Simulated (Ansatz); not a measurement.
# AlAs wire along [111], 38 atoms a period, H-terminated: bands along the axis

Aim: is the AlAs wire along [111], 38 atoms a period, H-terminated a metal or a semiconductor?

Calculated with Ansatz 0.2.0; DFT PBE, plane waves, PAW; relaxation of a wire's period; PAW set soft_1, in the first sound run; inputs show where later runs differ.

### Step 1. The structure

The cell holds 68 atoms: 19 Al, 19 As and 30 H. Cell: a = 17.467 Å, b = 19.099 Å, c = 9.925 Å, α = 90.0°, β = 90.0°, γ = 90.0°. Vacuum lies along a and b. The structure's axis is c.

### Step 2. Relaxing the period

Band widths follow the bond lengths, so the wire is relaxed first. The atoms and the third cell vector are free; the box across stays fixed as vacuum. A Fermi-Dirac smearing is set since the result may be a metal. The pressure printed is a third of the stress's trace over the whole box, vacuum included; only the stress along the axis is relaxed.

The input, input.yaml:

```yaml
crystal:
  lattice:
    - [17.467, 0.0, 0.0]
    - [0.0, 19.099, 0.0]
    - [0.0, 0.0, 9.9246511274]
  atoms:
    - { symbol: Al, position: [0.268042574, 0.622964465, 0.0] }
    - { symbol: Al, position: [0.384024764, 0.439243115, 0.0] }
    - { symbol: Al, position: [0.500006955, 0.622964465, 0.0] }
    - { symbol: As, position: [0.268042574, 0.622964465, 0.25] }
    - { symbol: As, position: [0.384024764, 0.439243115, 0.25] }
    - { symbol: As, position: [0.500006955, 0.255521765, 0.25] }
    - { symbol: As, position: [0.500006955, 0.622964465, 0.25] }
    - { symbol: As, position: [0.615989146, 0.439243115, 0.25] }
    - { symbol: As, position: [0.731971337, 0.622964465, 0.25] }
    - { symbol: H, position: [0.194652774, 0.416753652, 0.28060268] }
    - { symbol: H, position: [0.268042574, 0.300500691, 0.28060268] }
    - { symbol: H, position: [0.426617156, 0.784196351, 0.28060268] }
    - { symbol: H, position: [0.573396755, 0.784196351, 0.28060268] }
    - { symbol: H, position: [0.731971337, 0.300500691, 0.28060268] }
    - { symbol: H, position: [0.805361137, 0.416753652, 0.28060268] }
    - { symbol: H, position: [0.195587676, 0.584707121, 0.302058925] }
    - { symbol: H, position: [0.268042574, 0.699479152, 0.302058925] }
    - { symbol: H, position: [0.427552057, 0.217264422, 0.302058925] }
    - { symbol: H, position: [0.572461853, 0.217264422, 0.302058925] }
    - { symbol: H, position: [0.731971337, 0.699479152, 0.302058925] }
    - { symbol: H, position: [0.804426235, 0.584707121, 0.302058925] }
    - { symbol: Al, position: [0.268042574, 0.378002665, 0.333333333] }
    - { symbol: Al, position: [0.384024764, 0.561724015, 0.333333333] }
    - { symbol: Al, position: [0.500006955, 0.378002665, 0.333333333] }
    - { symbol: Al, position: [0.500006955, 0.745445364, 0.333333333] }
    - { symbol: Al, position: [0.615989146, 0.561724015, 0.333333333] }
    - { symbol: Al, position: [0.731971337, 0.378002665, 0.333333333] }
    - { symbol: As, position: [0.268042574, 0.378002665, 0.583333333] }
    - { symbol: As, position: [0.384024764, 0.561724015, 0.583333333] }
    - { symbol: As, position: [0.500006955, 0.378002665, 0.583333333] }
    - { symbol: As, position: [0.500006955, 0.745445364, 0.583333333] }
    - { symbol: As, position: [0.615989146, 0.561724015, 0.583333333] }
    - { symbol: As, position: [0.731971337, 0.378002665, 0.583333333] }
    - { symbol: H, position: [0.194652774, 0.539234552, 0.613936014] }
    - { symbol: H, position: [0.310634965, 0.722955901, 0.613936014] }
    - { symbol: H, position: [0.384024764, 0.239260241, 0.613936014] }
    - { symbol: H, position: [0.615989146, 0.239260241, 0.613936014] }
    - { symbol: H, position: [0.689378946, 0.722955901, 0.613936014] }
    - { symbol: H, position: [0.805361137, 0.539234552, 0.613936014] }
    - { symbol: H, position: [0.195587676, 0.339745321, 0.635392258] }
    - { symbol: H, position: [0.500006955, 0.821960052, 0.635392258] }
    - { symbol: H, position: [0.804426235, 0.339745321, 0.635392258] }
    - { symbol: Al, position: [0.268042574, 0.500483565, 0.666666667] }
    - { symbol: Al, position: [0.384024764, 0.316762215, 0.666666667] }
    - { symbol: Al, position: [0.384024764, 0.684204914, 0.666666667] }
    - { symbol: Al, position: [0.500006955, 0.500483565, 0.666666667] }
    - { symbol: Al, position: [0.615989146, 0.684204914, 0.666666667] }
    - { symbol: Al, position: [0.615989146, 0.316762215, 0.666666667] }
    - { symbol: Al, position: [0.731971337, 0.500483565, 0.666666667] }
    - { symbol: As, position: [0.268042574, 0.500483565, 0.916666667] }
    - { symbol: As, position: [0.384024764, 0.316762215, 0.916666667] }
    - { symbol: As, position: [0.384024764, 0.684204914, 0.916666667] }
    - { symbol: As, position: [0.500006955, 0.500483565, 0.916666667] }
    - { symbol: As, position: [0.615989146, 0.684204914, 0.916666667] }
    - { symbol: As, position: [0.615989146, 0.316762215, 0.916666667] }
    - { symbol: As, position: [0.731971337, 0.500483565, 0.916666667] }
    - { symbol: H, position: [0.194652774, 0.661715451, 0.947269347] }
    - { symbol: H, position: [0.500006955, 0.178019792, 0.947269347] }
    - { symbol: H, position: [0.805361137, 0.661715451, 0.947269347] }
    - { symbol: H, position: [0.195587676, 0.462226221, 0.968725591] }
    - { symbol: H, position: [0.311569867, 0.278504871, 0.968725591] }
    - { symbol: H, position: [0.384024764, 0.760719602, 0.968725591] }
    - { symbol: H, position: [0.615989146, 0.760719602, 0.968725591] }
    - { symbol: H, position: [0.688444044, 0.278504871, 0.968725591] }
    - { symbol: H, position: [0.804426235, 0.462226221, 0.968725591] }
    - { symbol: Al, position: [0.500006955, 0.255521765, 0.0] }
    - { symbol: Al, position: [0.615989146, 0.439243115, 0.0] }
    - { symbol: Al, position: [0.731971337, 0.622964465, 0.0] }
kpoints:
  mp_grid: { grid: [1, 1, 9] }
scf:
  occupations: { method: fermi_dirac, width: 0.05 }
hamiltonian:
  xc: pbe
  pseudopotentials: { kind: paw, azcp: { folder: soft_1 } }
relax:
  cell: { fix: [a, b, alpha, beta, gamma] }
  max_steps: 45
  f_tol: 0.03
```

Command:

```console
ansatz run input.yaml --threads 4 --pin off --max-ram 16384MiB --backend cpu --events-out ev --progress --plain --runs-dir out
```

Numbers of over 12 decimals in the logs are rounded to 6 here.

The program printed:

```text
Engine: ansatz 0.2.0, aarch64-unknown-linux-gnu
Pseudopotentials: kind: paw
Pseudopotential: Al, paw, valence charge 3, recommended cutoff 420 eV (normal), soft_1/Al.paw.azcp
Pseudopotential: As, paw, valence charge 15, recommended cutoff 420 eV (normal), soft_1/As.paw.azcp
Pseudopotential: H, paw, valence charge 1, recommended cutoff 420 eV (normal), soft_1/H.paw.azcp
Functional definition: PBE
  parameter kappa = 0.804
  parameter beta = 0.066725
  exchange = pbe_x(kappa = kappa, mu = beta*pi^2/3)
  correlation = pbe_c(beta = beta)
Crystal: 68 atoms, lattice volume = 3310.886 Å³
Basis set: ecut = 420 eV, 64681 PW (Γ), exchange–correlation on 240×256×144 points (8 copies of the dense FFT grid, shifted against one another)
Bands: 254, of which v1, the nominal top of the filled ones, is band 186 counted from 1 (185 counted from 0)
Symmetry: 2 space group operations
Space group: Pm (ITA 6), of the structure as read, at distance tolerance 1.5e-4 Å
k-points: 5 of 9 (time reversal used)
Non-local potential: Al, projectors of the file, l = 0: 2, l = 1: 2, l = 2: 1
Non-local potential: As, projectors of the file, l = 0: 2, l = 1: 2, l = 2: 3, l = 3: 1
Non-local potential: H, projectors of the file, l = 0: 2, l = 1: 1
PAW form: soft (Blöchl's): semilocal exchange-correlation on the pseudo side does not see the compensation charge
PAW one-centre angular grid: Al, 110 points (default); XC on 64 Gauss nodes
PAW one-centre angular grid: As, 590 points (default); XC on 64 Gauss nodes
PAW one-centre angular grid: H, 110 points (default); XC on 64 Gauss nodes
Initial density: superposition of atomic densities (neutral atoms: chi_scale 0, normalization atom)
Initial wavefunctions: pseudopotential atomic-orbital guess
Functional: x = pbe(κ = 0.804, μ = 0.219515), c = pbe(β = 0.066725)
SCF iter   1: F=—  HF=-102974.737185 eV  |F-HF|=—  |Δ(HF+E_count)|=         —  Δρ=3.43e-2  dr2=4.24e1  ethr=3.10e-3  ⟨swp⟩=7.0  Hψ=4634  notcnv=0  defer=71
preconditioner: auto → Resta (q_TF=auto, 1.895 Å⁻¹)  ε∞=1.9  [insulator: Δε(μ)=3.156 eV  Ē_g=9.392 eV  σ=0.050 eV  W_gap=1.00  n_scr=360 (ndim 8)  ℏωp=8.7 eV  f_vac=0.565  D(μ)=0.00/eV (n_scr^D=0)  ε∞_Penn≈1.9  vacuum switching on, ρ_ref=6.4e-3 e/Å³]
SCF iter   2: F=—  HF=-102963.293490 eV  |F-HF|=—  |Δ(HF+E_count)|=    1.14e1  Δρ=1.47e-2  dr2=8.04e0  ethr=3.10e-3  ⟨swp⟩=3.0  Hψ=1736  notcnv=0  defer=312
SCF iter   3: F=—  HF=-102961.237087 eV  |F-HF|=—  |Δ(HF+E_count)|=    2.06e0  Δρ=3.13e-3  dr2=1.09e0  ethr=2.16e-3  ⟨swp⟩=3.8  Hψ=1382  notcnv=0  defer=312
SCF iter   4: F=—  HF=-102961.061457 eV  |F-HF|=—  |Δ(HF+E_count)|=   1.76e-1  Δρ=1.39e-3  dr2=1.00e-1  ethr=2.94e-4  ⟨swp⟩=4.0  Hψ=1637  notcnv=0  defer=310
SCF iter   5: F=—  HF=-102961.069178 eV  |F-HF|=—  |Δ(HF+E_count)|=   7.72e-3  Δρ=4.70e-4  dr2=1.18e-2  ethr=2.69e-5  ⟨swp⟩=3.0  Hψ=1703  notcnv=0  defer=310
SCF iter   6: F=—  HF=-102961.068944 eV  |F-HF|=—  |Δ(HF+E_count)|=   2.34e-4  Δρ=1.54e-4  dr2=8.99e-4  ethr=3.17e-6  ⟨swp⟩=2.0  Hψ=1665  notcnv=0  defer=310
SCF iter   7: F=—  HF=-102961.069756 eV  |F-HF|=—  |Δ(HF+E_count)|=   8.12e-4  Δρ=4.78e-5  dr2=2.16e-4  ethr=2.42e-7  ⟨swp⟩=2.0  Hψ=1403  notcnv=0  defer=310
SCF iter   8: F=—  HF=-102961.069802 eV  |F-HF|=—  |Δ(HF+E_count)|=   4.59e-5  Δρ=1.74e-5  dr2=1.58e-5  ethr=5.81e-8  ⟨swp⟩=2.4  Hψ=1660  notcnv=0  defer=310
SCF iter   9: F=—  HF=-102961.069923 eV  |F-HF|=—  |Δ(HF+E_count)|=   1.21e-4  Δρ=5.68e-6  dr2=1.30e-6  ethr=4.24e-9  ⟨swp⟩=2.0  Hψ=1975  notcnv=0  defer=310
SCF iter  10: F=—  HF=-102961.069926 eV  |F-HF|=—  |Δ(HF+E_count)|=   2.45e-6  Δρ=1.74e-6  dr2=3.06e-7  ethr=3.50e-10  ⟨swp⟩=2.0  Hψ=1665  notcnv=0  defer=310
SCF iter  11: F=-102961.069926 eV  HF=-102961.069926 eV  |F-HF|=4.68e-8  |Δ(HF+E_count)|=   1.34e-7  Δρ=7.54e-7  dr2=8.18e-8  ethr=2.69e-11  ⟨swp⟩=4.6  Hψ=3528  notcnv=0
SCF 1 converged in 11 iterations: F = -102961.069926 eV  dr2 = 8.18e-8
  greatest PAW one-centre occupation: 0.999 electrons in one spin orbital (limit 2), on the As atom at site 5 (counted from 0), in its partial waves of l = 2
relax step   1: F+E_penalty+E_count = -102961.06992586 eV  Δ(F+E_penalty+E_count) = +0.000e0 eV  max|allowed force component| = 7.236e-1 eV/Å  Δτ_max = 0.0000 Å  P = +0.036 GPa  Ω = 3310.886 Å³  fix = [a, b, alpha, beta, gamma]  reactions: a -0.098, b -0.100 GPa; alpha -0.001 GPa/rad  (11 SCF iters, dr2 threshold 1.00e-7 eV, accepted)
Crystal: 68 atoms, lattice volume = 3324.358 Å³
Basis set: ecut = 420 eV, 64917 PW (Γ), exchange–correlation on 240×256×144 points (8 copies of the dense FFT grid, shifted against one another)
Initial density: handed on by an earlier stage of this run
Initial wavefunctions: those handed on with the density
iter 1 solved again at ethr=6.83e-4 eV; its pass at ethr=3.10e-3 eV (dr2=2.54e0 eV) is discarded
SCF iter   1: F=—  HF=-102963.314673 eV  |F-HF|=—  |Δ(HF+E_count)|=         —  Δρ=8.79e-3  dr2=2.57e0  ethr=6.83e-4  ⟨swp⟩=5.6  Hψ=6106  notcnv=0
preconditioner: auto → Resta (q_TF=auto, 1.894 Å⁻¹)  ε∞=1.9  [insulator: Δε(μ)=2.619 eV  Ē_g=8.930 eV  σ=0.050 eV  W_gap=1.00  n_scr=362 (ndim 8)  ℏωp=8.7 eV  f_vac=0.604  D(μ)=0.00/eV (n_scr^D=0)  ε∞_Penn≈1.9  vacuum switching on, ρ_ref=5.8e-3 e/Å³]
SCF iter   2: F=—  HF=-102962.740364 eV  |F-HF|=—  |Δ(HF+E_count)|=   5.74e-1  Δρ=4.16e-3  dr2=4.81e-1  ethr=6.83e-4  ⟨swp⟩=4.0  Hψ=2324  notcnv=0
SCF iter   3: F=—  HF=-102962.683091 eV  |F-HF|=—  |Δ(HF+E_count)|=   5.73e-2  Δρ=1.13e-3  dr2=1.52e-1  ethr=1.29e-4  ⟨swp⟩=4.2  Hψ=2198  notcnv=0  defer=124
SCF iter   4: F=—  HF=-102962.656829 eV  |F-HF|=—  |Δ(HF+E_count)|=   2.63e-2  Δρ=3.56e-4  dr2=4.30e-3  ethr=4.10e-5  ⟨swp⟩=2.8  Hψ=1490  notcnv=0  defer=294
SCF iter   5: F=—  HF=-102962.657797 eV  |F-HF|=—  |Δ(HF+E_count)|=   9.68e-4  Δρ=8.91e-5  dr2=3.98e-4  ethr=1.16e-6  ⟨swp⟩=2.0  Hψ=1686  notcnv=0  defer=294
SCF iter   6: F=—  HF=-102962.657851 eV  |F-HF|=—  |Δ(HF+E_count)|=   5.32e-5  Δρ=2.92e-5  dr2=6.74e-5  ethr=1.07e-7  ⟨swp⟩=2.0  Hψ=1566  notcnv=0  defer=294
SCF iter   7: F=-102962.657856 eV  HF=-102962.657855 eV  |F-HF|=9.83e-7  |Δ(HF+E_count)|=   4.46e-6  Δρ=7.67e-6  dr2=3.10e-6  ethr=1.83e-9  ⟨swp⟩=3.0  Hψ=4153  notcnv=0
SCF 2 converged in 7 iterations: F = -102962.657856 eV  dr2 = 3.10e-6
  greatest PAW one-centre occupation: 0.999 electrons in one spin orbital (limit 2), on the As atom at site 8 (counted from 0), in its partial waves of l = 2
[...]
atom   1  Al    -0.01135922     0.00661920    -0.01084534
  atom   2  Al     0.00132287     0.00096033     0.00801543
  atom   3  Al    -0.00000000    -0.00152921     0.00813426
  atom   4  As     0.01143532    -0.00662389     0.00659972
  atom   5  As    -0.00351304    -0.00212692     0.01263986
  atom   6  As     0.00000000     0.01332405     0.00656780
  atom   7  As    -0.00000000     0.00328145     0.01273075
  atom   8  As     0.00351304    -0.00212692     0.01263986
  atom   9  As    -0.01143532    -0.00662389     0.00659972
  atom  10  H      0.00452208    -0.00026836    -0.00077312
  atom  11  H      0.00225773     0.00401867    -0.00069103
  atom  12  H      0.00274680    -0.00385323    -0.00063416
  atom  13  H     -0.00274680    -0.00385323    -0.00063416
  atom  14  H     -0.00225773     0.00401867    -0.00069103
  atom  15  H     -0.00452208    -0.00026836    -0.00077312
  atom  16  H      0.00239326     0.00541599     0.00351989
  atom  17  H     -0.00347170    -0.00477200     0.00357355
  atom  18  H      0.00577687    -0.00068287     0.00351113
  atom  19  H     -0.00577687    -0.00068287     0.00351113
  atom  20  H      0.00347170    -0.00477200     0.00357355
  atom  21  H     -0.00239326     0.00541599     0.00351989
  atom  22  Al    -0.01219610    -0.00715007    -0.00342106
  atom  23  Al    -0.00791375     0.00473466    -0.01843311
  atom  24  Al     0.00000000    -0.00900273    -0.01825334
  atom  25  Al     0.00000000     0.01452734    -0.00361379
  atom  26  Al     0.00791375     0.00473466    -0.01843311
  atom  27  Al     0.01219610    -0.00715007    -0.00342106
  atom  28  As    -0.00866038    -0.00519132    -0.01755244
  atom  29  As    -0.01136512     0.00641226     0.00475691
  atom  30  As    -0.00000000    -0.01350322     0.00469113
  atom  31  As     0.00000000     0.01044733    -0.01760017
  atom  32  As     0.01136512     0.00641226     0.00475691
  atom  33  As     0.00866038    -0.00519132    -0.01755244
  atom  34  H     -0.00072725    -0.00077835     0.00273884
  atom  35  H      0.00023775     0.00097644     0.00269407
  atom  36  H     -0.00093431    -0.00039187     0.00278184
  atom  37  H      0.00093431    -0.00039187     0.00278184
  atom  38  H     -0.00023775     0.00097644     0.00269407
  atom  39  H      0.00072725    -0.00077835     0.00273884
  atom  40  H      0.00662583     0.00382568     0.01018644
[...]
atom  57  H      0.00518613    -0.00298707     0.00529179
  atom  58  H      0.00000000     0.00571460     0.00519147
  atom  59  H     -0.00518613    -0.00298707     0.00529179
  atom  60  H      0.00409724     0.00126803     0.00125411
  atom  61  H      0.00320813     0.00283291     0.00130223
  atom  62  H      0.00095306    -0.00412836     0.00125851
  atom  63  H     -0.00095306    -0.00412836     0.00125851
  atom  64  H     -0.00320813     0.00283291     0.00130223
  atom  65  H     -0.00409724     0.00126803     0.00125411
  atom  66  Al    -0.00000000    -0.01249791    -0.01086530
  atom  67  Al    -0.00132287     0.00096033     0.00801543
  atom  68  Al     0.01135922     0.00661920    -0.01084534
  max |Σ_I F_I| component: 1.54e-6 eV/Å
--- Stress (GPa, compression-positive) ---
       -0.000759      -0.000000      -0.000000
       -0.000000      -0.003322       0.000023
       -0.000000       0.000022       0.008896
  P = ⅓ Tr σ = 0.0016 GPa (0.016 kbar)
--- Relaxed structure (4 steps of the walk, 4 accepted, 1 SCFs on fresh bases) ---
  F+E_penalty+E_count = -102962.77613614 eV   max|allowed force component| = 1.843e-2 eV/Å   (the final SCF, on the basis selected at the relaxed cell)
  cell:  # Å, volume = 3321.0174 Å³
    - [17.467, 0, 0]
    - [0, 19.099, 0]
    - [0, 0, 9.955022]
  atoms:
    - { symbol: Al, position: [0.260682, 0.626867, -0.00509004] }
    - { symbol: Al, position: [0.385762, 0.440175, 0.010012] }
    - { symbol: Al, position: [0.500000, 0.621147, 0.010002] }
    - { symbol: As, position: [0.274625, 0.619488, 0.245741] }
    - { symbol: As, position: [0.381785, 0.438064, 0.257255] }
    - { symbol: As, position: [0.500000, 0.262471, 0.245722] }
    - { symbol: As, position: [0.500000, 0.625336, 0.257251] }
    - { symbol: As, position: [0.618215, 0.438064, 0.257255] }
    - { symbol: As, position: [0.725375, 0.619488, 0.245741] }
    - { symbol: H, position: [0.190391, 0.421298, 0.276707] }
    - { symbol: H, position: [0.270230, 0.294827, 0.276750] }
    - { symbol: H, position: [0.420148, 0.785281, 0.276747] }
    - { symbol: H, position: [0.579852, 0.785281, 0.276747] }
    - { symbol: H, position: [0.729770, 0.294827, 0.276750] }
    - { symbol: H, position: [0.809609, 0.421298, 0.276707] }
    - { symbol: H, position: [0.202429, 0.588218, 0.305265] }
    - { symbol: H, position: [0.268136, 0.692305, 0.305259] }
    - { symbol: H, position: [0.434292, 0.220909, 0.305210] }
    - { symbol: H, position: [0.565708, 0.220909, 0.305210] }
    - { symbol: H, position: [0.731864, 0.692305, 0.305259] }
    - { symbol: H, position: [0.797571, 0.588218, 0.305265] }
    - { symbol: Al, position: [0.261012, 0.374282, 0.325834] }
    - { symbol: Al, position: [0.389429, 0.558881, 0.343769] }
    - { symbol: Al, position: [0.500000, 0.383717, 0.343755] }
    - { symbol: Al, position: [0.500000, 0.752890, 0.325878] }
    - { symbol: Al, position: [0.610571, 0.558881, 0.343769] }
    - { symbol: Al, position: [0.738988, 0.374282, 0.325834] }
    - { symbol: As, position: [0.273699, 0.380986, 0.577424] }
    - { symbol: As, position: [0.383698, 0.561902, 0.590945] }
    - { symbol: As, position: [0.500000, 0.377654, 0.590935] }
    - { symbol: As, position: [0.500000, 0.739495, 0.577452] }
    - { symbol: As, position: [0.616302, 0.561902, 0.590945] }
    - { symbol: As, position: [0.726301, 0.380986, 0.577424] }
    - { symbol: H, position: [0.188233, 0.542595, 0.614143] }
    - { symbol: H, position: [0.304198, 0.726311, 0.614126] }
    - { symbol: H, position: [0.384030, 0.232474, 0.614207] }
    - { symbol: H, position: [0.615970, 0.232474, 0.614207] }
    - { symbol: H, position: [0.695802, 0.726311, 0.614126] }
    - { symbol: H, position: [0.811767, 0.542595, 0.614143] }
    - { symbol: H, position: [0.203205, 0.343752, 0.632228] }
    - { symbol: H, position: [0.500000, 0.813939, 0.632257] }
    - { symbol: H, position: [0.796795, 0.343752, 0.632228] }
    - { symbol: Al, position: [0.263325, 0.502398, 0.662516] }
    - { symbol: Al, position: [0.383467, 0.312070, 0.662517] }
    - { symbol: Al, position: [0.379857, 0.687011, 0.662518] }
    - { symbol: Al, position: [0.500000, 0.500491, 0.670121] }
    - { symbol: Al, position: [0.620143, 0.687011, 0.662518] }
    - { symbol: Al, position: [0.616533, 0.312070, 0.662517] }
    - { symbol: Al, position: [0.736675, 0.502398, 0.662516] }
    - { symbol: As, position: [0.274041, 0.503993, 0.914331] }
    - { symbol: As, position: [0.390329, 0.319765, 0.914329] }
    - { symbol: As, position: [0.383700, 0.677716, 0.914328] }
    - { symbol: As, position: [0.500000, 0.500491, 0.920217] }
    - { symbol: As, position: [0.616300, 0.677716, 0.914328] }
    - { symbol: As, position: [0.609671, 0.319765, 0.914329] }
    - { symbol: As, position: [0.725959, 0.503993, 0.914331] }
    - { symbol: H, position: [0.185060, 0.666751, 0.949954] }
    - { symbol: H, position: [0.500000, 0.167924, 0.949887] }
    - { symbol: H, position: [0.814940, 0.666751, 0.949954] }
    - { symbol: H, position: [0.203587, 0.466620, 0.968483] }
    - { symbol: H, position: [0.319719, 0.282635, 0.968473] }
    - { symbol: H, position: [0.383859, 0.752206, 0.968462] }
    - { symbol: H, position: [0.616141, 0.752206, 0.968462] }
    - { symbol: H, position: [0.680281, 0.282635, 0.968473] }
    - { symbol: H, position: [0.796413, 0.466620, 0.968483] }
    - { symbol: Al, position: [0.500000, 0.247767, -0.00510243] }
    - { symbol: Al, position: [0.614238, 0.440175, 0.010012] }
    - { symbol: Al, position: [0.739318, 0.626867, -0.00509004] }
[key lines of the parts left out:]
SCF converged after 6 iterations
Free energy (F): -102962.776136 eV
Fermi energy:    -1.301242 eV
```

Wall time 14 min (4 threads of Arm Neoverse V1, shared host); peak memory 11 GiB; 55 min of CPU time.

The steps of the relaxation:

```csv
step,energy less that of the first step (eV),largest force component (eV/Å),pressure (GPa),volume (Å³)
1,0.0000,0.7236,0.04,3310.89
2,-1.5879,0.4056,-0.08,3324.36
3,-1.6967,0.0809,-0.01,3320.92
4,-1.7049,0.0184,0.00,3321.02
5*,-1.7062,0.0184,0.00,3321.02
```

Relaxation steps marked * repeat the geometry before them on a plane-wave basis chosen anew for their cell, so energy and pressure can jump there.

The run keeps the 2 symmetry operations that it works with, so distortions that break them were not tested.

```csv
cell as run,before,after,change
c (Å),9.925,9.955,+0.3 %
```

The atoms that moved most (Å, along periodic axes as changes of fractional coordinates times the final cell, across vacuum about the mean position):

```csv
atom,dx,dy,dz,length
H57,-0.167,0.096,0.027,0.195
H59,0.167,0.096,0.027,0.195
H58,0.000,-0.193,0.026,0.195
H65,-0.140,0.084,-0.002,0.163
H60,0.140,0.084,-0.002,0.163
H64,-0.142,0.079,-0.003,0.163
H61,0.142,0.079,-0.003,0.163
H63,0.003,-0.163,-0.003,0.163
```

Numbers from this step:

```
cell length along the wire : 9.955 Å
```

The cell's length comes to 9.955 Å with spin left out.

[end of part 1 of 2]

[Logs are printed without paths, hosts, clocks, repeated set-up lines and the standing remarks that a program may print on its own settings, such as how far it seeks lower states.]

[Hosts, paths, dates, database ids (printed as entryN), source tags and the programs' standing remarks are cut or masked in the printed files.]
